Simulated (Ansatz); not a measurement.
# Titanium, fcc under revPBE: ground state and equation of state

Aim: take titanium in the fcc structure, relax it, solve it on a dense k-mesh, then scale the cell to 7 volumes from 88 to 112 % of the relaxed one and try a fit of the equation of state. Spin polarisation is left out. The k-meshes are 13×13×13 for the relaxation; 21×21×21 for the dense run; 15×15×15 for the volumes.

This is Ti in the fcc structure; at room conditions it is hcp.

Method: DFT revPBE, plane waves (420 eV) with PAW, scalar-relativistic; PAW files made under PBE, frozen cores solved again for the functional, in Ansatz 0.2.0.

**1. The structure to begin with**

It takes space group Fm-3m (No. 225, cubic). The conventional cell has a = 4.134 Å, b = 4.134 Å, c = 4.134 Å, α = 90.00°, β = 90.00°, γ = 90.00°. Around Ti (site symmetry m-3m) lie 12 Ti at 2.92 Å.

As a file:

```xyz
1
Lattice="0.0000 2.0668 2.0668 2.0668 0.0000 2.0668 2.0668 2.0668 0.0000" Properties=species:S:1:pos:R:3 pbc="T T T"
Ti    0.0000    0.0000    0.0000
```

**2. Relaxing cell and atoms**

File input.yaml:

```yaml
crystal:
  lattice:
    - [0.0, 2.0668332624, 2.0668332624]
    - [2.0668332624, 0.0, 2.0668332624]
    - [2.0668332624, 2.0668332624, 0.0]
  atoms:
    - { symbol: Ti, position: [0.0, 0.0, 0.0] }
hamiltonian:
  xc: revpbe
  pseudopotentials:
    kind: paw
    azcp:
      Ti: "pseudopotentials/Ti.paw.azcp"
basis:
  ecutwfc: 420
  fft_grid_basis: typed
kpoints:
  mp_grid: { grid: [13, 13, 13], shift: [0, 0, 0] }
magnetization:
  spin_polarized: false
scf:
  occupations: { method: fermi_dirac, width: 0.1 }
relax:
  max_steps: 60
  f_tol: 0.01
  cell: {}
output:
  write_density: true
  write_potential: true
  elf: true
  volumetric_format: npy
```

Standard output:

```text
Warning: RAYON_NUM_THREADS=2 ignored (pool sized by the plan → 2); use --threads N
Engine: ansatz 0.2.0, x86_64-unknown-linux-gnu
Pseudopotentials: kind: paw
Pseudopotential: Ti, paw, valence charge 12, recommended cutoff 420 eV (normal), <dir>
Functional definition: revPBE
  parameter kappa = 1.245
  parameter beta = 0.06672455060314922
  exchange = pbe_x(kappa = kappa, mu = beta*pi^2/3)
  correlation = pbe_c(beta = beta)
Crystal: 1 atoms, lattice volume = 17.658 Å³
Basis set: ecut = 420 eV, 331 PW (Γ), exchange–correlation on 40×40×40 points (8 copies of the dense FFT grid, shifted against one another)
Bands: 10, of which v1, the nominal top of the filled ones, is band 6 counted from 1 (5 counted from 0)
Symmetry: 48 space group operations
Space group: Fm-3m (ITA 225), of the structure as read, at distance tolerance 2.6e-5 Å
k-points: 84 of 2197
Non-local potential: Ti, projectors of the file, l = 0: 3, l = 1: 2, l = 2: 3, l = 3: 1
PAW form: soft (Blöchl's): semilocal exchange-correlation on the pseudo side does not see the compensation charge
PAW frozen core: Ti, regenerated for the run's functional, and the local potential with it (the file was generated under x = pbe(κ = 0.804, μ = 0.2195149727645171), c = pbe(β = 0.06672455060314922))
PAW one-centre angular grid: Ti, 590 points (default); XC on 64 Gauss nodes
Initial density: superposition of atomic densities (neutral atoms: chi_scale 0, normalization atom), corrected by the library's trained network
Initial wavefunctions: pseudopotential atomic-orbital guess
Functional: x = revpbe(κ = 1.245, μ = 0.2195149727645171), c = pbe(β = 0.06672455060314922)
SCF iter   1: F=—  HF=-2502.757830 eV  |F-HF|=—  |Δ(HF+E_count)|=         —  Δρ=2.32e-3  dr2=3.38e-4  ethr=1.77e-3  ⟨swp⟩=4.3  Hψ=4393  notcnv=0
preconditioner: auto → none  [metal: Δε(μ)=0.012 eV  Ē_g=4.059 eV  σ=0.100 eV  W_gap=0.03  n_scr=0 (ndim 8)  ℏωp=17.7 eV  f_vac=0.000  D(μ)=1.71/eV (n_scr^D=14)]
SCF iter   2: F=—  HF=-2502.758018 eV  |F-HF|=—  |Δ(HF+E_count)|=   1.88e-4  Δρ=1.21e-3  dr2=7.90e-5  ethr=2.82e-6  ⟨swp⟩=1.9  Hψ=1691  notcnv=0
SCF iter   3: F=—  HF=-2502.758190 eV  |F-HF|=—  |Δ(HF+E_count)|=   1.72e-4  Δρ=1.22e-4  dr2=1.49e-6  ethr=6.59e-7  ⟨swp⟩=3.0  Hψ=1367  notcnv=0
SCF iter   4: F=—  HF=-2502.758190 eV  |F-HF|=—  |Δ(HF+E_count)|=   4.47e-7  Δρ=4.92e-5  dr2=3.98e-7  ethr=1.24e-8  ⟨swp⟩=2.2  Hψ=1402  notcnv=0
iter 5 did not close the SCF: its close was put off for the readings that it lacked (scf_convergence_deferred on its scf_iter line)
SCF iter   5: F=-2502.758190 eV  HF=-2502.758190 eV  |F-HF|=9.55e-10  |Δ(HF+E_count)|=   9.36e-8  Δρ=7.25e-6  dr2=6.15e-9  ethr=3.32e-9  ⟨swp⟩=2.8  Hψ=1379  notcnv=0
SCF iter   6: F=-2502.758190 eV  HF=-2502.758190 eV  |F-HF|=2.05e-9  |Δ(HF+E_count)|=   2.34e-9  Δρ=4.11e-6  dr2=3.03e-9  ethr=5.12e-11  ⟨swp⟩=4.4  Hψ=3645  notcnv=0
SCF 1 converged in 6 iterations: F = -2502.758190 eV  dr2 = 3.03e-9
relax step   1: F+E_penalty+E_count = -2502.75819034 eV  Δ(F+E_penalty+E_count) = +0.000e0 eV  max|allowed force component| = 0.000e0 eV/Å  Δτ_max = 0.0000 Å  P = +0.876 GPa  Ω = 17.658 Å³  (6 SCF iters, dr2 threshold 1.00e-7 eV, accepted)
Crystal: 1 atoms, lattice volume = 17.954 Å³
Basis set: ecut = 420 eV, 339 PW (Γ), exchange–correlation on 40×40×40 points (8 copies of the dense FFT grid, shifted against one another)
Initial density: handed on by an earlier stage of this run
Initial wavefunctions: those handed on with the density
iter 1 solved again at ethr=2.84e-7 eV; its pass at ethr=3.10e-3 eV (dr2=3.40e-5 eV) is discarded
SCF iter   1: F=—  HF=-2502.758187 eV  |F-HF|=—  |Δ(HF+E_count)|=         —  Δρ=5.06e-4  dr2=5.10e-5  ethr=2.84e-7  ⟨swp⟩=2.0  Hψ=5700  notcnv=0
preconditioner: auto → none  [metal: Δε(μ)=0.013 eV  Ē_g=3.983 eV  σ=0.100 eV  W_gap=0.03  n_scr=0 (ndim 8)  ℏωp=17.5 eV  f_vac=0.000  D(μ)=1.75/eV (n_scr^D=14)]
SCF iter   2: F=—  HF=-2502.758185 eV  |F-HF|=—  |Δ(HF+E_count)|=   2.83e-6  Δρ=2.88e-4  dr2=8.53e-6  ethr=2.84e-7  ⟨swp⟩=2.3  Hψ=1357  notcnv=0
SCF iter   3: F=—  HF=-2502.758185 eV  |F-HF|=—  |Δ(HF+E_count)|=   4.51e-7  Δρ=9.79e-5  dr2=6.39e-7  ethr=7.11e-8  ⟨swp⟩=2.9  Hψ=1444  notcnv=0
SCF iter   4: F=-2502.758187 eV  HF=-2502.758187 eV  |F-HF|=2.88e-9  |Δ(HF+E_count)|=   1.95e-6  Δρ=9.37e-6  dr2=1.46e-8  ethr=8.33e-10  ⟨swp⟩=7.5  Hψ=4147  notcnv=0
SCF 2 converged in 4 iterations: F = -2502.758187 eV  dr2 = 1.46e-8
relax step   2: F+E_penalty+E_count = -2502.75818704 eV  Δ(F+E_penalty+E_count) = +3.301e-6 eV  max|allowed force component| = 0.000e0 eV/Å  Δτ_max = 0.0000 Å  P = -0.815 GPa  Ω = 17.954 Å³  energy of the carried Pulay correction = -3.998e-5 eV  (4 SCF iters, dr2 threshold 1.00e-7 eV, accepted)
Crystal: 1 atoms, lattice volume = 17.810 Å³
iter 1 solved again at ethr=8.05e-8 eV; its pass at ethr=3.10e-3 eV (dr2=9.66e-6 eV) is discarded
SCF iter   1: F=—  HF=-2502.758578 eV  |F-HF|=—  |Δ(HF+E_count)|=         —  Δρ=2.55e-4  dr2=1.30e-5  ethr=8.05e-8  ⟨swp⟩=2.0  Hψ=5672  notcnv=0
preconditioner: auto → none  [metal: Δε(μ)=0.013 eV  Ē_g=4.022 eV  σ=0.100 eV  W_gap=0.03  n_scr=0 (ndim 8)  ℏωp=17.6 eV  f_vac=0.000  D(μ)=1.73/eV (n_scr^D=14)]
SCF iter   2: F=—  HF=-2502.758578 eV  |F-HF|=—  |Δ(HF+E_count)|=   1.87e-7  Δρ=1.40e-4  dr2=1.99e-6  ethr=8.05e-8  ⟨swp⟩=2.4  Hψ=1362  notcnv=0
SCF iter   3: F=—  HF=-2502.758578 eV  |F-HF|=—  |Δ(HF+E_count)|=   2.13e-8  Δρ=4.76e-5  dr2=1.50e-7  ethr=1.66e-8  ⟨swp⟩=2.9  Hψ=1451  notcnv=0
SCF iter   4: F=-2502.758579 eV  HF=-2502.758579 eV  |F-HF|=8.82e-10  |Δ(HF+E_count)|=   4.21e-7  Δρ=4.64e-6  dr2=3.64e-9  ethr=8.33e-10  ⟨swp⟩=7.1  Hψ=3757  notcnv=0
SCF 3 converged in 4 iterations: F = -2502.758579 eV  dr2 = 3.64e-9
relax step   3: F+E_penalty+E_count = -2502.75857872 eV  Δ(F+E_penalty+E_count) = -3.917e-4 eV  max|allowed force component| = 0.000e0 eV/Å  Δτ_max = 0.0000 Å  P = -0.009 GPa  Ω = 17.810 Å³  energy of the carried Pulay correction = -2.063e-5 eV  (4 SCF iters, dr2 threshold 1.00e-7 eV, accepted)
Initial wavefunctions: pseudopotential atomic-orbital guess (no wavefunctions were taken with the density)
iter 1 solved again at ethr=3.14e-8 eV; its pass at ethr=3.10e-3 eV (dr2=3.77e-6 eV) is discarded
SCF iter   1: F=—  HF=-2502.758600 eV  |F-HF|=—  |Δ(HF+E_count)|=         —  Δρ=1.17e-5  dr2=6.75e-9  ethr=3.14e-8  ⟨swp⟩=2.1  Hψ=6269  notcnv=0
preconditioner: auto → none  [metal: Δε(μ)=0.013 eV  Ē_g=4.020 eV  σ=0.100 eV  W_gap=0.03  n_scr=0 (ndim 8)  ℏωp=17.6 eV  f_vac=0.000  D(μ)=1.73/eV (n_scr^D=14)]
SCF iter   2: F=—  HF=-2502.758601 eV  |F-HF|=—  |Δ(HF+E_count)|=   2.87e-7  Δρ=5.52e-6  dr2=8.37e-10  ethr=5.62e-11  ⟨swp⟩=2.1  Hψ=1238  notcnv=0
SCF iter   3: F=—  HF=-2502.758601 eV  |F-HF|=—  |Δ(HF+E_count)|=   1.24e-9  Δρ=1.94e-6  dr2=5.01e-10  ethr=6.97e-12  ⟨swp⟩=2.0  Hψ=1352  notcnv=0
SCF iter   4: F=—  HF=-2502.758601 eV  |F-HF|=—  |Δ(HF+E_count)|=  1.25e-10  Δρ=4.20e-7  dr2=1.06e-11  ethr=4.18e-12  ⟨swp⟩=2.8  Hψ=1415  notcnv=0
SCF iter   5: F=-2502.758601 eV  HF=-2502.758601 eV  |F-HF|=0.00e0  |Δ(HF+E_count)|=  1.23e-11  Δρ=5.24e-8  dr2=4.37e-13  ethr=1.00e-12  ⟨swp⟩=4.4  Hψ=2771  notcnv=0
SCF 4 converged in 5 iterations: F = -2502.758601 eV  dr2 = 4.37e-13
relax step   4: F+E_penalty+E_count = -2502.75860075 eV  Δ(F+E_penalty+E_count) = -2.203e-5 eV  max|allowed force component| = 0.000e0 eV/Å  Δτ_max = 0.0000 Å  P = -0.012 GPa  Ω = 17.810 Å³  stress off target by 1.17e-2 GPa  SCF on the basis re-selected at this cell (its energy is not comparable with the rows above)  (5 SCF iters)
basis re-selected at this cell: Δ(F+E_penalty+E_count) = -2.203e-5 eV, ΔP = -0.003 GPa vs the last step (what re-selecting the basis moved, of the pressure what is left beyond the Pulay correction that the steps carried, after the strain that the cell walked since its last selection, with what the two solves' SCF thresholds leave and, on support functions, any second-order correction that the steps lacked; it is no measure of the basis error at this ecutwfc). This SCF's stress stands 1.17e-2 GPa from its target on what of the cell is left free (relax.cell.stress_tol is 5.00e-2 GPa) and its largest allowed force component is 0.00e0 eV/Å (relax.f_tol is 1.00e-2 eV/Å): within both
SCF converged after 5 iterations
Free energy (F): -2502.758601 eV
Harris-Foulkes:  -2502.758601 eV  (|F-HF|=0.00e0)
Internal energy: -2502.701328 eV  (E = F + TS)
E sigma→0 (E₀):  -2502.729964 eV
Entropy (-TS):   -0.057273 eV (-57.273 meV/atom)
Fermi energy:    12.954289 eV
--- Per-component energies (eV) ---
  E_band       = -161.642059
  E_kinetic    = 271.937795
  E_local      = -825.867459  (includes V_loc(G=0)·N_el)
  E_nonlocal   = 7.347180
  E_hartree    = 338.521062
  E_xc         = -97.401964
  E_vxc        = -121.636831  (∫ρ·V_xc dr)
  E_paw        = -1050.543454  (= ΣΔE_a)
  E_vpaw       = -170.465015  (= ΣTr[D̂ρ^β])
  E_aug_tail   = 0.000123  (compensation charges beyond the density's cutoff)
  E_ewald      = -1146.656817
  E_core_change = -0.037795  (= ΣΔE_core)
  E_smearing   = -0.057273  (= −TS)
  E_closure    = -0.000000  (closes the sum)
  Σ components = -2502.758601   (vs F -2502.758601, Δ=0.00e0)
--- Forces (eV/Å), atoms counted from 1 ---
  atom   1  Ti    -0.00000000    -0.00000000     0.00000000
  max |Σ_I F_I| component: 2.05e-32 eV/Å
--- Stress (GPa, compression-positive) ---
       -0.011669      -0.000000      -0.000000
       -0.000000      -0.011669      -0.000000
       -0.000000       0.000000      -0.011669
  P = ⅓ Tr σ = -0.0117 GPa (-0.117 kbar)
--- Band table (eV; the first three rows and the last of 84) ---
  k-point 0: bands = ["-43.8556", "-19.7092", "-19.7092", "-19.7092", "6.9313", "13.8253", "13.8253", "13.8253", "15.4133", "15.4133"]
  k-point 1: bands = ["-43.8494", "-19.7456", "-19.7138", "-19.7138", "7.1175", "13.7119", "13.8909", "13.8909", "15.3719", "15.3719"]
  k-point 2: bands = ["-43.8321", "-19.8456", "-19.7265", "-19.7265", "7.6521", "13.4268", "14.0339", "14.0339", "15.3125", "15.3125"]
  k-point 83: bands = ["-43.7109", "-20.1322", "-20.0804", "-19.9254", "11.5014", "12.4045", "12.7213", "15.0875", "16.6238", "20.3188"]
--- Relaxed structure (3 steps of the walk, 3 accepted, 1 SCFs on fresh bases) ---
  F+E_penalty+E_count = -2502.75860075 eV   max|allowed force component| = 0.000e0 eV/Å   (the final SCF, on the basis selected at the relaxed cell)
  cell:  # Å, volume = 17.8103 Å³
    - [9.693149140703718e-35, 2.0727509303271203, 2.0727509303271203]
    - [2.0727509303271203, -1.896831854433397e-34, 2.0727509303271203]
    - [2.0727509303271203, 2.0727509303271203, -9.553822561679232e-35]
  atoms:
    - { symbol: Ti, position: [0.0, 0.0, 0.0] }
```

Run time: 1.7 s. Hardware: 2 threads of an x86-64 CPU, shared host; peak memory 0.44 GiB.

The steps of the relaxation:

| step | energy change (meV/atom) | largest force (eV/Å) | pressure (GPa) | volume (Å³/atom) |
| --- | --- | --- | --- | --- |
| 1 | 0.00 | 0.0000 | 0.88 | 17.658 |
| 2 | 0.00 | 0.0000 | -0.82 | 17.954 |
| 3 | -0.39 | 0.0000 | -0.01 | 17.810 |
| 4 | -0.41 | 0.0000 | -0.01 | 17.810 |

Steps that repeat a cell are solved on a basis chosen anew, so their changes of energy are no gain of the relaxation.

The cell of the run, before and after:

|  | before | after | change |
| --- | --- | --- | --- |
| a (Å) | 2.923 | 2.931 | +0.3 % |
| b (Å) | 2.923 | 2.931 | +0.3 % |
| c (Å) | 2.923 | 2.931 | +0.3 % |
| volume (Å³/atom) | 17.658 | 17.810 | +0.9 % |
| shortest distance (Å) | 2.923 | 2.931 | +0.3 % |
| space group (spins left aside) | Fm-3m | Fm-3m | same |

**3. Single point on a dense mesh**

File input.yaml:

```yaml
crystal:
  lattice:
    - [0.0, 2.0727509303, 2.0727509303]
    - [2.0727509303, 0.0, 2.0727509303]
    - [2.0727509303, 2.0727509303, 0.0]
  atoms:
    - { symbol: Ti, position: [0.0, 0.0, 0.0] }
hamiltonian:
  xc: revpbe
  pseudopotentials:
    kind: paw
    azcp:
      Ti: "pseudopotentials/Ti.paw.azcp"
basis:
  ecutwfc: 420
  fft_grid_basis: typed
kpoints:
  mp_grid: { grid: [21, 21, 21], shift: [0, 0, 0] }
magnetization:
  spin_polarized: false
scf:
  occupations: { method: fermi_dirac, width: 0.1 }
output:
  write_density: true
  write_potential: true
  elf: true
  volumetric_format: npy
```

Standard output (excerpt; [...] marks lines left out):

```text
Warning: RAYON_NUM_THREADS=2 ignored (pool sized by the plan → 2); use --threads N
[...]
Pseudopotentials: kind: paw
Pseudopotential: Ti, paw, valence charge 12, recommended cutoff 420 eV (normal), <dir>
Functional definition: revPBE
[...]
Crystal: 1 atoms, lattice volume = 17.810 Å³
Basis set: ecut = 420 eV, 331 PW (Γ)
Bands: 10, of which v1, the nominal top of the filled ones, is band 6 counted from 1 (5 counted from 0)
Symmetry: 48 space group operations
Space group: Fm-3m (ITA 225), of the structure as read, at distance tolerance 2.6e-5 Å
k-points: 286 of 9261
[...]
SCF iter   1: F=—  HF=-2502.758131 eV  |F-HF|=—  |Δ(HF+E_count)|=         —  Δρ=2.26e-3  dr2=3.56e-4  ethr=1.77e-3  ⟨swp⟩=4.3  Hψ=14915  notcnv=0
[...]
SCF iter   6: F=-2502.758492 eV  HF=-2502.758492 eV  |F-HF|=3.91e-9  |Δ(HF+E_count)|=  4.29e-10  Δρ=5.32e-6  dr2=5.23e-9  ethr=1.58e-10  ⟨swp⟩=1.0  Hψ=7721  notcnv=0
[...]
SCF converged after 6 iterations
Free energy (F): -2502.758492 eV
[...]
E sigma→0 (E₀):  -2502.729576 eV
Entropy (-TS):   -0.057832 eV (-57.832 meV/atom)
Fermi energy:    12.954216 eV
[...]
--- Band table (eV; the first three rows and the last of 286) ---
  k-point 0: bands = ["-43.8562", "-19.7098", "-19.7098", "-19.7098", "6.9313", "13.8249", "13.8249", "13.8249", "15.4129", "15.4129"]
[...]
```

It took 1.5 s on 2 threads of an x86-64 CPU, shared host; peak memory 0.46 GiB.

The maps below are laid out on this run's own conventional cell (a, b, c = 4.146, 4.146, 4.146 Å).

Density in a lattice plane of the grid's cell (edges 4.15 and 4.15 Å, at 0.000 of the third edge), which holds Ti.

Values in e/Å³, 12 rows by 12 columns:
```
 7.98  5.48  1.40  0.27  0.17  0.16  0.16  0.16  0.17  0.27  1.41  5.48
 2.27  1.40  0.45  0.21  0.17  0.17  0.17  0.17  0.17  0.21  0.45  1.41
 0.31  0.27  0.21  0.19  0.21  0.27  0.31  0.27  0.21  0.19  0.21  0.27
 0.17  0.17  0.17  0.21  0.45  1.40  2.27  1.41  0.45  0.21  0.17  0.17
 0.16  0.16  0.17  0.27  1.40  5.48  7.98  5.48  1.41  0.27  0.17  0.16
 0.16  0.16  0.17  0.31  2.27  7.98 10.23  7.98  2.27  0.31  0.17  0.16
 0.16  0.16  0.17  0.27  1.41  5.48  7.98  5.48  1.40  0.27  0.17  0.16
 0.17  0.17  0.17  0.21  0.45  1.41  2.27  1.40  0.45  0.21  0.17  0.17
 0.31  0.27  0.21  0.19  0.21  0.27  0.31  0.27  0.21  0.19  0.21  0.27
 2.27  1.41  0.45  0.21  0.17  0.17  0.17  0.17  0.17  0.21  0.45  1.40
 7.98  5.48  1.41  0.27  0.17  0.16  0.16  0.16  0.17  0.27  1.40  5.48
10.23  7.98  2.27  0.31  0.17  0.16  0.16  0.16  0.17  0.31  2.27  7.98
```
Columns run along the first of these edges and rows up along the second, over one cell in 12 and 12 even steps from the bottom left corner. Atoms in the plane (fractional): Ti at (0.00, 0.00), Ti at (0.50, 0.50).

ELF in the same plane.

Ten even steps from '0' (0.00) to '9' (0.74):
```
136863124689998642136863
678752124678887642125787
777531234555555543213567
443212233322222333221234
111122322111111122322111
222333221234443212233322
555543213577776531234555
887642125787678752124678
998642136863136863124689
998641136750005763114689
998642136863136863124689
887642125787678752124678
555543213567777531234555
222333221234443212233322
111122322111111122322111
443212233322222333221234
776531234555555543213577
678752124678887642125787
136863124689998642136863
005763114689998641136750
```
Columns run along the first of these edges and rows up along the second, over one cell in 24 and 20 even steps from the bottom left corner. Atoms in the plane (fractional): Ti at (0.00, 0.00), Ti at (0.50, 0.50).

Both are smooth fields of the valence electrons: close to the nuclei they are not physical.

The highest ELF values outside the cores: 0.74 between the atoms, 2.1 Å from Ti.

**4. The cell scaled to 88 % of its volume**

File input.yaml:

```yaml
crystal:
  lattice:
    - [0.0, 1.9862839933, 1.9862839933]
    - [1.9862839933, 0.0, 1.9862839933]
    - [1.9862839933, 1.9862839933, 0.0]
  atoms:
    - { symbol: Ti, position: [0.0, 0.0, 0.0] }
hamiltonian:
  xc: revpbe
  pseudopotentials:
    kind: paw
    azcp:
      Ti: "pseudopotentials/Ti.paw.azcp"
basis:
  ecutwfc: 420
  fft_grid_basis: typed
kpoints:
  mp_grid: { grid: [15, 15, 15], shift: [0, 0, 0] }
magnetization:
  spin_polarized: false
scf:
  occupations: { method: fermi_dirac, width: 0.1 }
  lower_state_search: "off"
output:
  stress: true
  write_density: true
  write_potential: true
  elf: true
  volumetric_format: npy
```

Standard output (excerpt; [...] marks lines left out):

```text
Warning: RAYON_NUM_THREADS=2 ignored (pool sized by the plan → 2); use --threads N
[...]
Pseudopotentials: kind: paw
Pseudopotential: Ti, paw, valence charge 12, recommended cutoff 420 eV (normal), <dir>
Functional definition: revPBE
[...]
Crystal: 1 atoms, lattice volume = 15.673 Å³
Basis set: ecut = 420 eV, 331 PW (Γ)
Bands: 10, of which v1, the nominal top of the filled ones, is band 6 counted from 1 (5 counted from 0)
Symmetry: 48 space group operations
Space group: Fm-3m (ITA 225), of the structure as read, at distance tolerance 2.5e-5 Å
k-points: 120 of 3375
[...]
SCF iter   1: F=—  HF=-2502.659332 eV  |F-HF|=—  |Δ(HF+E_count)|=         —  Δρ=3.42e-3  dr2=5.07e-4  ethr=1.77e-3  ⟨swp⟩=4.3  Hψ=6203  notcnv=0
[...]
SCF iter   6: F=-2502.659758 eV  HF=-2502.659758 eV  |F-HF|=1.12e-8  |Δ(HF+E_count)|=   3.00e-8  Δρ=9.85e-6  dr2=1.54e-8  ethr=8.33e-10  ⟨swp⟩=6.3  Hψ=5500  notcnv=0
[...]
SCF converged after 6 iterations
Free energy (F): -2502.659758 eV
[...]
E sigma→0 (E₀):  -2502.634768 eV
Entropy (-TS):   -0.049980 eV (-49.980 meV/atom)
Fermi energy:    15.046262 eV
[...]
--- Stress (GPa, compression-positive) ---
       16.263001       0.000000       0.000000
       -0.000000      16.263001       0.000000
        0.000000       0.000000      16.263001
  P = ⅓ Tr σ = 16.2630 GPa (162.630 kbar)
--- Band table (eV; the first three rows and the last of 120) ---
  k-point 0: bands = ["-41.5446", "-17.2373", "-17.2373", "-17.2373", "8.7574", "15.9887", "15.9887", "15.9887", "17.8769", "17.8769"]
[...]
```

Run time: 0.88 s. Hardware: 2 threads of an x86-64 CPU, shared host; peak memory 0.41 GiB.

**5. The cell scaled to 92 % of its volume**

input.yaml, as its differences from that of step 4:

```diff
@@ -2,5 +2,5 @@
   lattice:
-    - [0.0, 1.9862839933, 1.9862839933]
-    - [1.9862839933, 0.0, 1.9862839933]
-    - [1.9862839933, 1.9862839933, 0.0]
+    - [0.0, 2.0159343944, 2.0159343944]
+    - [2.0159343944, 0.0, 2.0159343944]
+    - [2.0159343944, 2.0159343944, 0.0]
   atoms:
@@ -25,5 +25 @@
   stress: true
-  write_density: true
-  write_potential: true
-  elf: true
-  volumetric_format: npy
```

Standard output (excerpt; [...] marks lines left out):

```text
Warning: RAYON_NUM_THREADS=2 ignored (pool sized by the plan → 2); use --threads N
[...]
Pseudopotentials: kind: paw
Pseudopotential: Ti, paw, valence charge 12, recommended cutoff 420 eV (normal), <dir>
Functional definition: revPBE
[...]
Crystal: 1 atoms, lattice volume = 16.385 Å³
Basis set: ecut = 420 eV, 331 PW (Γ)
Bands: 10, of which v1, the nominal top of the filled ones, is band 6 counted from 1 (5 counted from 0)
Symmetry: 48 space group operations
Space group: Fm-3m (ITA 225), of the structure as read, at distance tolerance 2.5e-5 Å
k-points: 120 of 3375
[...]
SCF iter   1: F=—  HF=-2502.716927 eV  |F-HF|=—  |Δ(HF+E_count)|=         —  Δρ=3.08e-3  dr2=4.39e-4  ethr=1.77e-3  ⟨swp⟩=4.3  Hψ=6227  notcnv=0
[...]
SCF iter   6: F=-2502.717378 eV  HF=-2502.717378 eV  |F-HF|=8.08e-9  |Δ(HF+E_count)|=   1.83e-8  Δρ=8.22e-6  dr2=1.13e-8  ethr=6.52e-10  ⟨swp⟩=2.0  Hψ=3828  notcnv=0
[...]
SCF converged after 6 iterations
Free energy (F): -2502.717378 eV
[...]
E sigma→0 (E₀):  -2502.691141 eV
Entropy (-TS):   -0.052475 eV (-52.475 meV/atom)
Fermi energy:    14.291060 eV
[...]
--- Stress (GPa, compression-positive) ---
        9.845986       0.000000       0.000000
       -0.000000       9.845986       0.000000
        0.000000       0.000000       9.845986
  P = ⅓ Tr σ = 9.8460 GPa (98.460 kbar)
```

Wall time 0.67 s (2 threads of an x86-64 CPU, shared host); peak memory 0.42 GiB.

[end of part 1 of 2]
